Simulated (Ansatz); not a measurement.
Rows from a G0W0 calculation on InGa3P4 (quasi-random alloy, started on the GaP lattice) (P1) (Ansatz 0.2.0; G0W0 on LDA, plane waves, PAW; 2×2×2 mesh, 223 empty bands, screening to 28 eV), in eV. Spin-orbit coupling is left out.

```
row  k  band  start       Σx  Σc at the solution      Vxc
  A  Γ    v3  7.231  -17.129               1.963  -15.643
  B  Γ    v1  7.279  -17.131               1.962  -15.648
  C  Γ    c3  8.684   -7.383              -3.293  -11.466
  D  Γ    c1  8.641   -9.643              -3.358  -14.188
  E  Γ    v2  7.247  -17.129               1.961  -15.647
  F  Γ    c2  8.665   -7.613              -3.295  -11.736
```

**Question.** Work out each quasiparticle level and how far it moved.

The quasiparticle equation reads E = start + Σx + Σc(E) − Vxc.

```csv
row,E (eV),shift (eV)
A,7.708,+0.477
B,7.757,+0.478
C,9.473,+0.790
D,9.828,+1.187
E,7.726,+0.479
F,9.493,+0.828
```

Limits: not at the basis limit; no spin-orbit coupling.

[Paths, hosts, dates, memory and timing lines, banners, echoed tables and standing remarks are left out of the program output.]

[Logs are printed without paths, hosts, clocks, repeated set-up lines and the standing remarks that a program may print on its own settings, such as how far it seeks lower states.]

[Runs of the session that timed out or met a known fault of the program may be left out.]

[Cells called generated may have been cut or substituted from an entry of the Crystallography Open Database or the Materials Project.]

[Hosts, paths, dates, database ids (printed as entryN), source tags and the programs' standing remarks are cut or masked in the printed files.]
